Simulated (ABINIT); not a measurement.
# GaP (F-43m) in ABINIT: settings compared

Aim: see how the results for GaP move with the level of theory and the settings. Levels: LDA, PBEsol, PBE. Tasks: single point.

Everything below comes from runs of ABINIT 10.8.3 (patched build). Logs are shortened: lines on timing, memory, paths and dates and some standing lists are left out, and cuts for length are marked. The log counts tension as positive stress, the text compression.

**The experiment to reproduce.**

“Stacking defects in GaP nanowires: Electronic structure and optical properties”, 2018, arxiv:1810.01194 quotes, for a bulk crystal of GaP at 10 K: band gap 2.34 eV (indirect).

How close the calculation comes is told below.

### Step 1. The crystal as given

It takes space group F-43m (No. 216, cubic). Conventional cell: a = 5.451 Å, b = 5.451 Å, c = 5.451 Å, α = 90.00°, β = 90.00°, γ = 90.00°. Around Ga (site symmetry -43m) lie 4 P at 2.36 Å. P (site symmetry -43m) has 4 Ga at 2.36 Å as nearest neighbours.

### Step 2. Single point, LDA

run.abi reads:

```
# Pseudopotentials
pp_dirpath "./"
pseudos "Ga.LDA_PW-JTH.xml, P.LDA_PW-JTH.xml"

# Structure
acell 3.8540855109 3.8540855109 3.8540855109 Angstrom
rprim
     0.0000000000     0.7071067812     0.7071067812
     0.7071067812     0.0000000000     0.7071067812
     0.7071067812     0.7071067812     0.0000000000
ntypat 2
znucl 31 15
natom 2
typat 1 2
xcart
     0.0000000000     0.0000000000     0.0000000000
     7.7249641817     7.7249641817     7.7249641817

# Plane-wave basis
ecut 20.0
pawecutdg 40.0

# k points
kptopt 1
ngkpt 3 3 3
nshiftk 1
shiftk 0.0 0.0 0.0

# Exchange and correlation
ixc 7

# Bands and occupations
nband 13
occopt 3
tsmear 0.05 eV

# SCF cycle
nstep 100
tolvrs 1.0e-9

# Output
iomode 3
prtwf 0
prtden 0
prteig 0
prtebands 0
enunit 2
```

Potentials or basis: JTH PAW LDA v2.0.

Command:

```sh
abinit run.abi > log 2>&1
```

run.abo:

```text
.Version 10.8.3 of ABINIT
 Symmetries : space group F-4 3 m (#216); Bravais cF (face-center cubic)
================================================================================
 Values of the parameters that define the memory need of the present run
     intxc =       0    ionmov =       0      iscf =      17    lmnmax =      18
     lnmax =       6     mgfft =      30  mpssoang =       3    mqgrid =    3001
     natom =       2  nloc_mem =       2    nspden =       1   nspinor =       1
    nsppol =       1      nsym =      24    n1xccc =       1    ntypat =       2
    occopt =       3   xclevel =       1
       mpw =        1174          nfft =       27000          nkpt =           4
 PAW method is used; the additional fine FFT grid is defined by:
   mgfftf=        45    nfftf =     91125
================================================================================
================================================================================

--------------------------------------------------------------------------------
------------- Echo of variables that govern the present computation ------------
--------------------------------------------------------------------------------
 -outvars: echo values of preprocessed input variables --------
            acell      7.2831660814E+00  7.2831660814E+00  7.2831660814E+00 Bohr
              amu      6.97230000E+01  3.09737620E+01
             ecut      2.00000000E+01 Hartree
           enunit           2
              ixc           7
         kptrlatt        3    0    0      0    3    0      0    0    3
          kptrlen      2.18494982E+01
            natom           2
            nband          13
            ngfft          30      30      30
          ngfftdg          45      45      45
             nkpt           4
            nstep         100
             nsym          24
           ntypat           2
           occopt           3
        pawecutdg      4.00000000E+01 Hartree
           prtden           0
        prtebands           0
           prteig           0
            prtwf           0
            rprim      0.0000000000E+00  7.0710678120E-01  7.0710678120E-01
                       7.0710678120E-01  0.0000000000E+00  7.0710678120E-01
                       7.0710678120E-01  7.0710678120E-01  0.0000000000E+00
          spgroup         216
           tolvrs      1.00000000E-09
           tsmear      1.83746611E-03 Hartree
            typat      1  2
           useylm           1
           xangst      0.0000000000E+00  0.0000000000E+00  0.0000000000E+00
                       4.0878750001E+00  4.0878750001E+00  4.0878750001E+00
            xcart      0.0000000000E+00  0.0000000000E+00  0.0000000000E+00
                       7.7249641872E+00  7.7249641872E+00  7.7249641872E+00
             xred      0.0000000000E+00  0.0000000000E+00  0.0000000000E+00
                       7.5000000000E-01  7.5000000000E-01  7.5000000000E-01
            znucl       31.00000   15.00000

================================================================================

 chkinp: Checking input parameters for consistency.

================================================================================
== DATASET  1 ==================================================================

--- !DatasetInfo
iteration_state: {dtset: 1, }
dimensions: {natom: 2, nkpt: 4, mband: 13, nsppol: 1, nspinor: 1, nspden: 1, mpw: 1174, }
cutoff_energies: {ecut:  20.0, pawecutdg:  40.0, }
electrons: {nelect:   1.80000000E+01, charge:   0.00000000E+00, occopt:   3.00000000E+00, tsmear:   1.83746611E-03, }
meta: {optdriver: 0, ionmov: 0, optcell: 0, iscf: 17, paral_kgb: 0, }
...

 Exchange-correlation functional for the present dataset will be:
  LDA: Perdew-Wang 92 LSD fit to Ceperley-Alder data - ixc=7
  J.P.Perdew and Y.Wang, PRB 45, 13244 (1992)

 Real(R)+Recip(G) space primitive vectors, cartesian coordinates (Bohr,Bohr^-1):
 R(1)=  0.0000000  5.1499761  5.1499761  G(1)= -0.0970878  0.0970878  0.0970878
 R(2)=  5.1499761  0.0000000  5.1499761  G(2)=  0.0970878 -0.0970878  0.0970878
 R(3)=  5.1499761  5.1499761  0.0000000  G(3)=  0.0970878  0.0970878 -0.0970878
 Unit cell volume ucvol=  2.7317795E+02 bohr^3
 Angles (23,13,12)=  6.00000000E+01  6.00000000E+01  6.00000000E+01 degrees

 Coarse grid specifications (used for wave-functions):

 getcut: wavevector=  0.0000  0.0000  0.0000  ngfft=  30  30  30
         ecut(hartree)=     20.000   => boxcut(ratio)=   2.04834

 Fine grid specifications (used for densities):

 getcut: wavevector=  0.0000  0.0000  0.0000  ngfft=  45  45  45
         ecut(hartree)=     40.000   => boxcut(ratio)=   2.12196

[... 44 lines left out ...]
  sigma(1 1)=  4.37028957E-05  sigma(3 2)=  0.00000000E+00
  sigma(2 2)=  4.37028957E-05  sigma(3 1)=  0.00000000E+00
  sigma(3 3)=  4.37028957E-05  sigma(2 1)=  0.00000000E+00

--- !ResultsGS
iteration_state: {dtset: 1, }
comment   : Summary of ground state results
lattice_vectors:
- [  0.0000000,   5.1499761,   5.1499761, ]
- [  5.1499761,   0.0000000,   5.1499761, ]
- [  5.1499761,   5.1499761,   0.0000000, ]
lattice_lengths: [   7.28317,    7.28317,    7.28317, ]
lattice_angles: [ 60.000,  60.000,  60.000, ] # degrees, (23, 13, 12)
lattice_volume:   2.7317795E+02
convergence: {deltae: -4.349E-12, res2:  1.295E-10, residm:  4.086E-11, diffor: null, }
etotal    :  -8.60198991E+01
entropy   :   0.00000000E+00
fermie    :   2.18584659E-01
cartesian_stress_tensor: # hartree/bohr^3
- [  4.37028957E-05,   0.00000000E+00,   0.00000000E+00, ]
- [  0.00000000E+00,   4.37028957E-05,   0.00000000E+00, ]
- [  0.00000000E+00,   0.00000000E+00,   4.37028957E-05, ]
pressure_GPa:  -1.2858E+00
xred      :
- [  0.0000E+00,   0.0000E+00,   0.0000E+00, Ga]
- [  7.5000E-01,   7.5000E-01,   7.5000E-01,  P]
cartesian_forces: # hartree/bohr
- [ -1.63389424E-30,  -1.63389424E-30,   4.90168272E-30, ]
- [  1.63389424E-30,   1.63389424E-30,  -4.90168272E-30, ]
force_length_stats: {min:   5.41901414E-30, max:   5.41901414E-30, mean:   5.41901414E-30, }
...

 Integrated electronic density in atomic spheres:
 ------------------------------------------------
 Atom  Sphere_radius  Integrated_density
    1        2.10359         11.08671214
    2        1.60765          1.60573958

================================================================================

 ----iterations are completed or convergence reached----

 Mean square residual over all n,k,spin=   15.771E-13; max=  40.856E-12
 reduced coordinates (array xred) for    2 atoms
       0.000000000000      0.000000000000      0.000000000000
       0.750000000000      0.750000000000      0.750000000000
 rms dE/dt=  3.3658E-29; max dE/dt=  5.0487E-29; dE/dt below (all hartree)
    1      -0.000000000000     -0.000000000000      0.000000000000
    2      -0.000000000000      0.000000000000      0.000000000000

 cartesian coordinates (angstrom) at end:
    1      0.00000000000000     0.00000000000000     0.00000000000000
    2      4.08787500012309     4.08787500012309     4.08787500012309

 cartesian forces (hartree/bohr) at end:
    1     -0.00000000000000    -0.00000000000000     0.00000000000000
    2      0.00000000000000     0.00000000000000    -0.00000000000000
 frms,max,avg= 3.1286693E-30 4.9016827E-30   0.000E+00  0.000E+00  0.000E+00 h/b

 cartesian forces (eV/Angstrom) at end:
    1     -0.00000000000000    -0.00000000000000     0.00000000000000
    2      0.00000000000000     0.00000000000000    -0.00000000000000
 frms,max,avg= 1.6088264E-28 2.5205466E-28   0.000E+00  0.000E+00  0.000E+00 e/A
 length scales=  7.283166081430  7.283166081430  7.283166081430 bohr
              =  3.854085510900  3.854085510900  3.854085510900 angstroms
 Fermi (or HOMO) energy (hartree) =   0.21858   Average Vxc (hartree)=  -0.35060
 Eigenvalues (hartree) for nkpt=   4  k points:
 kpt#   1, nband= 13, wtk=  0.03704, kpt=  0.0000  0.0000  0.0000 (reduced coord)
  -0.35282   -0.35282   -0.35282   -0.34939   -0.34939   -0.26988    0.19147    0.19147
   0.19147    0.24897    0.32738    0.32738    0.32738
      occupation numbers for kpt#   1
   2.00000    2.00000    2.00000    2.00000    2.00000    2.00000    2.00000    2.00000
   2.00000    0.00000    0.00000    0.00000    0.00000
 prteigrs : prtvol=0 or 1, do not print more k-points.

 Fermi (or HOMO) energy (eV) =   5.94799   Average Vxc (eV)=  -9.54022
 Eigenvalues (   eV  ) for nkpt=   4  k points:
 kpt#   1, nband= 13, wtk=  0.03704, kpt=  0.0000  0.0000  0.0000 (reduced coord)
  -9.60070   -9.60070   -9.60070   -9.50745   -9.50745   -7.34380    5.21015    5.21015
   5.21015    6.77484    8.90859    8.90859    8.90859
 prteigrs : prtvol=0 or 1, do not print more k-points.

--- !EnergyTerms
iteration_state     : {dtset: 1, }
comment             : Components of total free energy in Hartree
kinetic             :  7.56388514993413E+00
hartree             :  2.77494602027465E+01
xc                  : -3.89702852815485E+00
Ewald energy        : -4.82388119092084E+01
psp_core            :  1.45839925591488E+00
local_psp           : -7.26964673965586E+01
PAW spherical_terms :  2.04066274454043E+00
internal            : -8.60199004807859E+01
'-kT*entropy'       : -5.19085771283784E-09
total_energy        : -8.60199004859768E+01
total_energy_eV     : -2.34072073696476E+03
...

--- !EnergyTermsDC
iteration_state     : {dtset: 1, }
comment             : '"Double-counting" decomposition of free energy'
band_energy         : -3.48541545423493E+00
Ewald energy        : -4.82388119092084E+01
psp_core            :  1.45839925591488E+00
xc_dc               : -2.71552039424963E+01
PAW spherical_terms : -8.59886703642101E+00
internal            : -8.60198990864457E+01
'-kT*entropy'       : -5.19085771283784E-09
total_energy_dc     : -8.60198990916366E+01
total_energy_dc_eV  : -2.34072069902283E+03
...

--- !EnergyTermsWithPAWCore
iteration_state     : {dtset: 1, }
comment             : 'Components of total free energy, including PAW core contributions'
Total energy        : -2.28227308824035E+03
Total energy DC     : -2.28227308684601E+03
Total energy (eV)   : -6.21038145229160E+04
Total energy DC (eV): -6.21038144849740E+04
...

 Cartesian components of stress tensor (hartree/bohr^3)
  sigma(1 1)=  4.37028957E-05  sigma(3 2)=  0.00000000E+00
  sigma(2 2)=  4.37028957E-05  sigma(3 1)=  0.00000000E+00
  sigma(3 3)=  4.37028957E-05  sigma(2 1)=  0.00000000E+00

-Cartesian components of stress tensor (GPa)         [Pressure= -1.2858E+00 GPa]
- sigma(1 1)=  1.28578358E+00  sigma(3 2)=  0.00000000E+00
- sigma(2 2)=  1.28578358E+00  sigma(3 1)=  0.00000000E+00
- sigma(3 3)=  1.28578358E+00  sigma(2 1)=  0.00000000E+00

== END DATASET(S) ==============================================================
================================================================================

 -outvars: echo values of variables after computation  --------
            acell      7.2831660814E+00  7.2831660814E+00  7.2831660814E+00 Bohr
           etotal     -8.6019899092E+01
            fcart     -1.6338942392E-30 -1.6338942392E-30  4.9016827176E-30
                       1.6338942392E-30  1.6338942392E-30 -4.9016827176E-30
            rprim      0.0000000000E+00  7.0710678120E-01  7.0710678120E-01
                       7.0710678120E-01  0.0000000000E+00  7.0710678120E-01
                       7.0710678120E-01  7.0710678120E-01  0.0000000000E+00
           strten      4.3702895745E-05  4.3702895745E-05  4.3702895745E-05
                       0.0000000000E+00  0.0000000000E+00  0.0000000000E+00
           xangst      0.0000000000E+00  0.0000000000E+00  0.0000000000E+00
                       4.0878750001E+00  4.0878750001E+00  4.0878750001E+00
             xred      0.0000000000E+00  0.0000000000E+00  0.0000000000E+00
                       7.5000000000E-01  7.5000000000E-01  7.5000000000E-01
 Calculation completed.
```

Run time: 3 s. Hardware: 1 thread of Arm Neoverse V1, shared host; peak memory 0.08 GiB.

What came out:

```
Free energy                                           : -2340.7207 eV
Pressure                                              : -1.3 GPa
Band gap on the k mesh                                : 1.52 eV, indirect (least direct gap 1.56 eV)
Valence electrons inside the program's atomic spheres : Ga 11.09; P 1.61
```

Levels at points of the mesh, in eV from the valence-band top:
```
           k point  band 5  band 6  band 7  band 8  band 9  band 10  band 11  band 12  band 13
(0.00, 0.00, 0.00)  -14.72  -12.55    0.00    0.00    0.00     1.56     3.70     3.70     3.70
```

Caveat: the k mesh is coarse (spacing up to 0.67 Å⁻¹), so the values aren't converged; an odd mesh through Γ misses points on the zone boundary, where band edges often lie. A hybrid or GW would open this gap; LDA tends to underestimate it.

(Continued in part 2 of 2.)
